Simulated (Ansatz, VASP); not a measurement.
# SiGe2 in two plane-wave programs

Aim: how closely do two programs agree when they are given the same cell, functional and k mesh? The cell is generated by rule, not measured, and may not be a known phase. The cell is taken from a series of runs on this material, whose earlier steps may have relaxed, scaled, displaced or heated it; both programs get it as it stands.

Main program and level: Ansatz 0.2.0; plane waves, with VASP 6.6.1 beside it; PBEsol.

The structure was built from a prototype and need not be the compound's stable phase.

## Step 1: Set-up

It takes space group Pmma (No. 51, orthorhombic). Conventional cell: a = 12.239 Å, b = 4.327 Å, c = 4.327 Å, α = 90.00°, β = 90.00°, γ = 90.00°. Nearest to Si lie 8 Ge at 2.56 to 2.74 Å. Si has 8 Ge at 2.55 to 2.75 Å nearest. Nearest to Ge lie 4 Si at 2.55 to 2.75 Å and 2 Ge at 2.81 Å. Ge has 4 Si at 2.56 to 2.74 Å and 2 Ge at 2.81 Å nearest. Farther neighbours are not listed.

As a file:

```
Si Ge
1.0
     0.00000   -3.05973   -3.05973
     0.00000    3.05973   -3.05973
    12.23890    0.00000    0.00000
Si Ge
4 8
Cartesian
  0.0000 -2.6355 -2.6355
  6.1195 -0.4243 -0.4243
  9.1792 0.0000 -3.0597
  3.0597 0.0000 -3.0597
  10.7090 -1.4398 -4.4995
  4.5896 1.4398 -1.6200
  7.6493 -1.8771 -1.8771
  1.5299 -1.1826 -1.1826
  1.5299 -1.4398 -4.4995
  7.6493 1.4398 -1.6200
  10.7090 -1.1826 -1.1826
  4.5896 -1.8771 -1.8771
```

## Step 2: VASP: single point, PBEsol

With cell and atoms fixed, the geometry can't cause a difference; cores, projectors, grids and the points listed under the comparison can.

Lines of VASP's logs that name or quote its potential files are left out, and so is its time.

INCAR

```
SYSTEM = SiGe2
PREC = Accurate
ENCUT = 500
EDIFF = 1E-06
NELM = 120
ISMEAR = 1
SIGMA = 0.15
LREAL = .FALSE.
ALGO = Normal
GGA = PS
NBANDS = 79
LORBIT = 11
LWAVE = .FALSE.
LCHARG = .FALSE.
ISIF = 2
LASPH = .TRUE.
GGA_COMPAT = .FALSE.
KPAR = 2
```

POSCAR

```
SiGe2
1.0
    0.0000000000     -3.0597254466     -3.0597254466
    0.0000000000      3.0597254466     -3.0597254466
   12.2389017864      0.0000000000      0.0000000000
Si Ge
4 8
Direct
    0.8613391704      0.0000000000      0.0000000000
    0.1386608296      0.0000000000      0.5000000000
    0.5000000000      0.5000000000      0.7500000000
    0.5000000000      0.5000000000      0.2500000000
    0.9705549422      0.5000000000      0.8750000000
    0.0294450578      0.5000000000      0.3750000000
    0.6134850148      0.0000000000      0.6250000000
    0.3865149852      0.0000000000      0.1250000000
    0.9705549422      0.5000000000      0.1250000000
    0.0294450578      0.5000000000      0.6250000000
    0.3865149852      0.0000000000      0.8750000000
    0.6134850148      0.0000000000      0.3750000000
```

KPOINTS

```
Automatic mesh
0
Gamma
8 8 4
0 0 0
```

Potentials, in the order of the species: Si and Ge_d (PBE family, release 64).

Started as:

```console
> mpirun -np 2 vasp_std
```

Numbers of over 12 decimals in the logs are rounded to 6 here.

Output:

```text
[banner, memory and clock lines left out]
running    2 mpi-ranks, on    1 nodes
 distrk:  each k-point on    1 cores,    2 groups
 distr:  one band on    1 cores,    1 groups

 POSCAR found type information on POSCAR SiGe
 POSCAR found :  2 types and      12 ions
|                                                                             |
|               ----> ADVICE to this user running VASP <----                  |
|                                                                             |
|     You enforced a specific xc type in the INCAR file but a different       |
|     [... a line on the potential file left out ...]
|     I HOPE YOU KNOW WHAT YOU ARE DOING!                                     |
|                                                                             |

 LDA part: xc-table for (Slater+PW92), standard interpolation
 POSCAR, INCAR and KPOINTS ok, starting setup
 FFT: planning ... GRIDC
 FFT: planning ... GRID_SOFT
 FFT: planning ... GRID
 WAVECAR not read
 entering main loop
       N       E                     dE             d eps       ncg     rms          rms(c)
DAV:   1     0.165726148154E+04    0.16573E+04   -0.52457E+04 14812   0.399E+03
DAV:   2     0.284180329767E+03   -0.13731E+04   -0.13169E+04 11850   0.113E+03
DAV:   3    -0.236710445919E+02   -0.30785E+03   -0.29450E+03 12198   0.260E+02
DAV:   4    -0.573838993076E+02   -0.33713E+02   -0.32005E+02 14245   0.874E+01
DAV:   5    -0.588250108331E+02   -0.14411E+01   -0.14210E+01 13604   0.196E+01    0.702E+00
DAV:   6    -0.585409200878E+02    0.28409E+00   -0.78087E-01 14998   0.466E+00    0.367E+00
DAV:   7    -0.584317887533E+02    0.10913E+00   -0.19589E-01 14700   0.214E+00    0.585E-01
DAV:   8    -0.584255929595E+02    0.61958E-02   -0.31733E-02 14122   0.164E+00    0.170E-01
DAV:   9    -0.584259043171E+02   -0.31136E-03   -0.33408E-03 13924   0.110E+00    0.800E-02
DAV:  10    -0.584258902418E+02    0.14075E-04   -0.27304E-04 17730   0.774E-01    0.271E-02
DAV:  11    -0.584259117857E+02   -0.21544E-04   -0.17685E-04 14028   0.819E-02    0.794E-03
DAV:  12    -0.584259124935E+02   -0.70774E-06   -0.34274E-06 10937   0.518E-02
   1 F= -.58425912E+02 E0= -.58427508E+02  d E =0.478639E-02
```

Parts of OUTCAR (step 2):

```text
ion  position               nearest neighbor table
   1  0.861  0.000  0.000-   8 2.56  11 2.56   9 2.69   5 2.69   5 2.69   9 2.69   8 2.74  11 2.74

  LATTYP: Found a simple tetragonal cell.
 ALAT       =     4.3271052237
 C/A-ratio  =     2.8284271247

 Subroutine GETGRP returns: Found  8 space group operations
 (whereof  4 operations were pure point group operations)

The static configuration has the point symmetry C_2v.
 The point group associated with its full space group is D_2h.

 Found     75 irreducible k-points:

   k-points           NKPTS =     75   k-points in BZ     NKDIM =     75   number of bands    NBANDS=     79

   dimension x,y,z NGX =    32 NGY =   32 NGZ =   90
   dimension x,y,z NGXF=    64 NGYF=   64 NGZF=  180

   ENCUT  =  500.0 eV  36.75 Ry    6.06 a.u.   7.89  7.89 22.31*2*pi/ulx,y,z

   NELECT =     128.0000    total number of electrons

 k-points in reciprocal lattice and weights: Automatic mesh
   0.00000000  0.00000000  0.00000000       0.004
   0.12500000  0.00000000  0.00000000       0.008
   0.00000000  0.12500000  0.00000000       0.008
   0.25000000  0.00000000  0.00000000       0.008
   0.00000000  0.25000000  0.00000000       0.008
   0.37500000  0.00000000  0.00000000       0.008
   0.00000000  0.37500000  0.00000000       0.008
   0.50000000  0.00000000  0.00000000       0.004
   0.00000000  0.50000000  0.00000000       0.004
[...]
-0.37500000  0.50000000  0.50000000       0.008
   0.50000000  0.50000000  0.50000000       0.004

 average (electrostatic) potential at core
       1 -83.0839       2 -83.0839       3 -83.1085       4 -83.1085       5 -72.4819
       6 -72.4819       7 -72.4594       8 -72.4594       9 -72.4819      10 -72.4819
      11 -72.4594      12 -72.4594

 E-fermi :   6.5972

 k-point     1 :       0.0000    0.0000    0.0000
  band No.  band energies     occupation
    ...
     62       5.3837      2.00000
     63       5.5784      2.00000
     64       5.6894      2.00000
     65       5.7925      2.00000
     66       6.4419      2.05678
     67       6.7029      0.07675
     68       8.1062     -0.00000
     69       8.4114     -0.00000
     70       8.5380     -0.00000
     71       8.6056     -0.00000
    ...

 k-point     2 :       0.1250    0.0000    0.0000
  band No.  band energies     occupation
    ...
     61       5.3787      2.00000
     62       5.6669      2.00000
     63       5.7717      2.00000
     64       6.2081      2.00151
     65       6.2779      2.01032
     66       7.0099     -0.00070
     67       7.3106     -0.00000
     68       7.3554     -0.00000
     69       7.6525     -0.00000
     70       7.9191     -0.00000
    ...

 k-point     3 :       0.0000    0.1250    0.0000
  band No.  band energies     occupation
    ...
     60       4.7417      2.00000
     61       5.1514      2.00000
     62       5.4343      2.00000
     63       5.7339      2.00000
     64       6.4874      1.94079
     65       6.6440      0.49908
     66       6.9661     -0.00277
     67       7.2364     -0.00000
     68       7.3165     -0.00000
     69       7.4511     -0.00000
    ...

  Total       -0.4532803     -0.3221373     -0.3221373      0.0000000      1.1903951      0.0000000
  in kB       -3.1691301     -2.2522374     -2.2522374      0.0000000      8.3227024      0.0000000
  external PRESSURE =      -2.5578683 kB  Pullay stress =       0.0000000 kB

  energy-cutoff  :      500.00
  volume of cell :      229.16
      direct lattice vectors                 reciprocal lattice vectors
     0.000000000 -3.059725447 -3.059725447     0.000000000 -0.163413355 -0.163413355
     0.000000000  3.059725447 -3.059725447     0.000000000  0.163413355 -0.163413355
    12.238901786  0.000000000  0.000000000     0.081706677  0.000000000  0.000000000

 POSITION                                       TOTAL-FORCE (eV/Angst)
 -----------------------------------------------------------------------------------
      0.00000     -2.63546     -2.63546         0.000000     -0.070593     -0.070593
      6.11945     -0.42426     -0.42426         0.000000      0.070593      0.070593
      9.17918      0.00000     -3.05973         0.000000     -0.000000      0.000000
      3.05973      0.00000     -3.05973         0.000000     -0.000000      0.000000
     10.70904     -1.43977     -4.49949         0.193889      0.055232      0.055232
      4.58959      1.43977     -1.61996         0.193889     -0.055232     -0.055232
      7.64931     -1.87710     -1.87710         0.215236      0.038162      0.038162
      1.52986     -1.18263     -1.18263         0.215236     -0.038162     -0.038162
      1.52986     -1.43977     -4.49949        -0.193889      0.055232      0.055232
      7.64931      1.43977     -1.61996        -0.193889     -0.055232     -0.055232
     10.70904     -1.18263     -1.18263        -0.215236     -0.038162     -0.038162
      4.58959     -1.87710     -1.87710        -0.215236      0.038162      0.038162
 -----------------------------------------------------------------------------------
    total drift:                               -0.000000      0.000000     -0.000000

  FREE ENERGIE OF THE ION-ELECTRON SYSTEM (eV)
  ---------------------------------------------------
  free  energy   TOTEN  =       -58.4259124935 eV

  energy  without entropy=      -58.4306988789  energy(sigma->0) =      -58.42750796

 total charge
# of ion       s       p       d       tot
------------------------------------------
    1        0.820   0.747   0.000   1.567
    2        0.820   0.747   0.000   1.567
    3        0.827   0.738   0.000   1.565
    4        0.827   0.738   0.000   1.565
    5        1.240   0.992  10.036  12.268
    6        1.240   0.992  10.036  12.268
    7        1.239   0.992  10.033  12.264
    8        1.239   0.992  10.033  12.264
    9        1.240   0.992  10.036  12.268
   10        1.240   0.992  10.036  12.268
   11        1.239   0.992  10.033  12.264
   12        1.239   0.992  10.033  12.264
--------------------------------------------------
tot         13.210  10.907  80.274 104.390

[... 3 further parts left out ...]
```

The run ends at a pressure of -0.26 GPa, with forces up to 0.22 eV/Å.

## Step 3: Ansatz: single point, PBEsol

Ansatz runs on its default PAW (the set named soft_2) files.

The same cell, functional, mesh and smearing now go to Ansatz, which takes its cutoff from its data sets.

input.yaml

```yaml
crystal:
  lattice:
    - [0.0, -3.0597254466, -3.0597254466]
    - [0.0, 3.0597254466, -3.0597254466]
    - [12.2389017864, 0.0, 0.0]
  atoms:
    - { symbol: Si, position: [-0.1386608296, 0.0, 0.0] }
    - { symbol: Si, position: [0.1386608296, 0.0, 0.5] }
    - { symbol: Si, position: [0.5, 0.5, 0.75] }
    - { symbol: Si, position: [0.5, 0.5, 0.25] }
    - { symbol: Ge, position: [-0.0294450578, 0.5, 0.875] }
    - { symbol: Ge, position: [0.0294450578, 0.5, 0.375] }
    - { symbol: Ge, position: [0.6134850148, 0.0, 0.625] }
    - { symbol: Ge, position: [0.3865149852, 0.0, 0.125] }
    - { symbol: Ge, position: [-0.0294450578, 0.5, 0.125] }
    - { symbol: Ge, position: [0.0294450578, 0.5, 0.625] }
    - { symbol: Ge, position: [0.3865149852, 0.0, 0.875] }
    - { symbol: Ge, position: [0.6134850148, 0.0, 0.375] }
kpoints:
  mp_grid: { grid: [8, 8, 4] }
hamiltonian:
  xc: pbesol
scf:
  occupations: { method: methfessel_paxton, width: 0.15 }
output:
  forces: true
  stress: true
  eigenvalues: true
```

Started as:

```console
> ansatz run input.yaml --threads 4 --pin off --max-ram 7168MiB --backend cpu --events-out ev --progress --plain --runs-dir out
```

Output:

```text
Engine: ansatz 0.2.0, aarch64-unknown-linux-gnu
Pseudopotentials: kind: paw
Pseudopotential: Si, paw, valence charge 4, recommended cutoff 420 eV (normal), Si.paw.azcp
Pseudopotential: Ge, paw, valence charge 14, recommended cutoff 420 eV (normal), Ge.paw.azcp
Functional definition: PBEsol
  exchange = pbesol_x
  correlation = pbesol_c
Crystal: 12 atoms, lattice volume = 229.159 Å³
Basis set: ecut = 420 eV, 4481 PW (Γ), exchange–correlation on 60×60×180 points (8 copies of the dense FFT grid, shifted against one another)
Bands: 77, of which v1, the nominal top of the filled ones, is band 64 counted from 1 (63 counted from 0)
Symmetry: 8 space group operations
Space group: Pmma (ITA 51), of the structure as read, at distance tolerance 6.1e-5 Å
k-points: 75 of 256
Non-local potential: Si, projectors of the file, l = 0: 2, l = 1: 2, l = 2: 2
Non-local potential: Ge, projectors of the file, l = 0: 2, l = 1: 2, l = 2: 3, l = 3: 1
PAW form: soft (Blöchl's): semilocal exchange-correlation on the pseudo side does not see the compensation charge
PAW frozen core: Si, regenerated for the run's functional, and the local potential with it (the file was generated under x = pbe(κ = 0.804, μ = 0.219515), c = pbe(β = 0.066725))
PAW frozen core: Ge, regenerated for the run's functional, and the local potential with it (the file was generated under x = pbe(κ = 0.804, μ = 0.219515), c = pbe(β = 0.066725))
PAW one-centre angular grid: Si, 110 points (default); XC on 64 Gauss nodes
PAW one-centre angular grid: Ge, 590 points (default); XC on 64 Gauss nodes
Initial density: superposition of atomic densities (neutral atoms: chi_scale 0, normalization atom), corrected by the library's trained network
Initial wavefunctions: pseudopotential atomic-orbital guess
Functional: x = pbesol(κ = 0.804, μ = 0.123457), c = pbesol(β = 0.046)
SCF iter   1: F=—  HF=-36509.920969 eV  |F-HF|=—  |Δ(HF+E_count)|=         —  Δρ=2.68e-3  dr2=2.89e-2  ethr=1.77e-3  ⟨swp⟩=5.6  Hψ=20839  notcnv=0
preconditioner: auto → Kerker (q_TF=auto, 2.476 Å⁻¹)  [metal: Δε(μ)=0.010 eV  Ē_g=19.737 eV  σ=0.150 eV  W_gap=0.06  n_scr=56 (ndim 8)  ℏωp=27.8 eV  f_vac=0.007  D(μ)=3.89/eV (n_scr^D=18)]
SCF iter   2: F=—  HF=-36509.911381 eV  |F-HF|=—  |Δ(HF+E_count)|=   9.59e-3  S|Δr|=    0.00e0  Δρ=1.62e-3  dr2=1.23e-2  ethr=2.26e-5  ⟨swp⟩=2.7  Hψ=11521  notcnv=0
SCF iter   3: F=—  HF=-36509.908421 eV  |F-HF|=—  |Δ(HF+E_count)|=   2.96e-3  S|Δr|=    0.00e0  Δρ=4.74e-4  dr2=1.08e-3  ethr=9.61e-6  ⟨swp⟩=2.0  Hψ=7101  notcnv=0
SCF iter   4: F=—  HF=-36509.908106 eV  |F-HF|=—  |Δ(HF+E_count)|=   3.15e-4  S|Δr|=    0.00e0  Δρ=2.45e-4  dr2=2.34e-4  ethr=8.46e-7  ⟨swp⟩=2.0  Hψ=10238  notcnv=0
SCF iter   5: F=—  HF=-36509.908122 eV  |F-HF|=—  |Δ(HF+E_count)|=   1.57e-5  S|Δr|=    0.00e0  Δρ=9.79e-5  dr2=2.73e-5  ethr=1.83e-7  ⟨swp⟩=2.0  Hψ=9827  notcnv=0
SCF iter   6: F=—  HF=-36509.908183 eV  |F-HF|=—  |Δ(HF+E_count)|=   6.12e-5  S|Δr|=    0.00e0  Δρ=2.27e-5  dr2=1.23e-6  ethr=2.13e-8  ⟨swp⟩=2.0  Hψ=10239  notcnv=0
SCF iter   7: F=—  HF=-36509.908184 eV  |F-HF|=—  |Δ(HF+E_count)|=   9.66e-7  S|Δr|=    0.00e0  Δρ=1.12e-5  dr2=2.32e-7  ethr=9.58e-10  ⟨swp⟩=2.0  Hψ=10250  notcnv=0
SCF iter   8: F=-36509.908184 eV  HF=-36509.908184 eV  |F-HF|=8.45e-9  |Δ(HF+E_count)|=   2.69e-7  S|Δr|=    0.00e0  Δρ=3.46e-6  dr2=3.62e-8  ethr=7.81e-11  ⟨swp⟩=9.0  Hψ=22594  notcnv=0
SCF 1 converged in 8 iterations: F = -36509.908184 eV  dr2 = 3.62e-8
  greatest PAW one-centre occupation: 0.998 electrons in one spin orbital (limit 2), on the Ge atom at site 8 (counted from 0), in its partial waves of l = 2
SCF converged after 8 iterations
Stability not checked: this state was not tested for a lower state beside it, because cold or Methfessel-Paxton smearing, or corrected tetrahedra, fill the levels in a way that the test cannot read (fill_not_monotonic; see scf.lower_state_search)
Free energy (F): -36509.908184 eV
Harris-Foulkes:  -36509.908184 eV  (|F-HF|=8.45e-9)
Internal energy: -36509.913033 eV  (E = F + TS)
E sigma→0 (E₀):  -36509.909396 eV
Entropy (-TS):   0.004849 eV (0.404 meV/atom)
Fermi energy:    9.573742 eV
--- Per-component energies (eV) ---
  E_band       = -1014.784431
  E_kinetic    = 1047.371041
  E_local      = -19185.103096  (includes V_loc(G=0)·N_el)
  E_nonlocal   = 3441.964638
  E_hartree    = 8429.472018
  E_xc         = -821.535711
  E_vxc        = -708.102346  (∫ρ·V_xc dr)
  E_paw        = -17802.571444  (= ΣΔE_a)
  E_vpaw       = -2469.864809  (= ΣTr[D̂ρ^β])
  E_aug_tail   = 0.002263  (compensation charges beyond the density's cutoff)
  E_ewald      = -11626.982475
  E_core_change = 7.469732  (= ΣΔE_core)
  E_smearing   = 0.004849  (= −TS)
  E_closure    = 0.000000  (closes the sum)
  Σ components = -36509.908184   (vs F -36509.908184, Δ=0.00e0)
--- Forces (eV/Å), atoms counted from 1 ---
  atom   1  Si     0.00000000    -0.07225753    -0.07225753
  atom   2  Si     0.00000000     0.07225753     0.07225753
  atom   3  Si     0.00000000     0.00000000     0.00000000
  atom   4  Si    -0.00000000     0.00000000     0.00000000
  atom   5  Ge     0.19368643     0.05399970     0.05399970
  atom   6  Ge     0.19368643    -0.05399970    -0.05399970
  atom   7  Ge     0.21442703     0.03795654     0.03795654
  atom   8  Ge     0.21442703    -0.03795654    -0.03795654
  atom   9  Ge    -0.19368643     0.05399970     0.05399970
  atom  10  Ge    -0.19368643    -0.05399970    -0.05399970
  atom  11  Ge    -0.21442703    -0.03795654    -0.03795654
  atom  12  Ge    -0.21442703     0.03795654     0.03795654
  max |Σ_I F_I| component: 5.55e-17 eV/Å
--- Stress (GPa, compression-positive) ---
       -0.312499       0.000000       0.000000
        0.000000      -0.231446       0.837660
        0.000000       0.837660      -0.231446
  P = ⅓ Tr σ = -0.2585 GPa (-2.585 kbar)
--- Band table (eV; the first three rows and the last of 75) ---
  k-point 0: bands = [... 60 lower, 8.1246, 8.3607, 8.5553, 8.6614, 8.7687, 9.4168, 9.6787, 11.0822, ... 9 higher]
  k-point 1: bands = [... 60 lower, 8.2239, 8.4240, 8.7910, 8.9608, 9.2201, 9.4612, 10.2116, 10.5120, ... 9 higher]
  k-point 2: bands = [... 60 lower, 8.4781, 8.4781, 9.3186, 9.3186, 9.5693, 9.5693, 9.9698, 9.9698, ... 9 higher]
  k-point 74: bands = [... 60 lower, 8.8860, 8.8860, 8.9939, 8.9939, 11.6345, 11.6345, 11.6650, 11.6650, ... 9 higher]
```

The run ends at a pressure of -0.26 GPa, with forces up to 0.22 eV/Å.

## Step 4: Differences

Known differences besides the potentials themselves: the cutoff is 420 eV in Ansatz and 500 eV in VASP; Ansatz makes its cores anew for this functional, VASP keeps those of its PBE data sets. Total energies have different zeros and are not compared.

The two programs side by side:

| quantity | Ansatz | VASP | difference |
| --- | --- | --- | --- |
| pressure (GPa) | -0.26 | -0.26 | 0.00 |

Forces on 10 of the 12 atoms, those with the largest forces and the largest differences (eV/Å; atoms numbered as in POSCAR):

```csv
atom,"Ansatz x, y, z","VASP x, y, z"
Si1,"0.000, -0.072, -0.072","0.000, -0.071, -0.071"
Si2,"0.000, 0.072, 0.072","0.000, 0.071, 0.071"
Ge5,"0.194, 0.054, 0.054","0.194, 0.055, 0.055"
Ge6,"0.194, -0.054, -0.054","0.194, -0.055, -0.055"
Ge7,"0.214, 0.038, 0.038","0.215, 0.038, 0.038"
Ge8,"0.214, -0.038, -0.038","0.215, -0.038, -0.038"
Ge9,"-0.194, 0.054, 0.054","-0.194, 0.055, 0.055"
Ge10,"-0.194, -0.054, -0.054","-0.194, -0.055, -0.055"
Ge11,"-0.214, -0.038, -0.038","-0.215, -0.038, -0.038"
Ge12,"-0.214, 0.038, 0.038","-0.215, 0.038, 0.038"
```

The forces differ by 0.9 meV/Å r.m.s., which is 0.8 % of the r.m.s. force of 0.104 eV/Å (both taken over all components).

## Step 5: What came out

| Item | Value |
| --- | --- |
| r.m.s. force difference (single point, PBEsol) | 0.86 meV/Å |

In words: The r.m.s. force difference is 0.86 meV/Å (single point, PBEsol), within the 12 meV/Å picked in this series as the mark of a large difference. How closely two codes agree says nothing of how well the functional describes the real material.

[Lines on the potential files, build, host, timing and source positions are cut from VASP's logs without a mark.]

[Logs are printed without paths, hosts, clocks, repeated set-up lines and the standing remarks that a program may print on its own settings, such as how far it seeks lower states.]

[Hosts, paths, dates, database ids (printed as entryN), source tags and the programs' standing remarks are cut or masked in the printed files.]
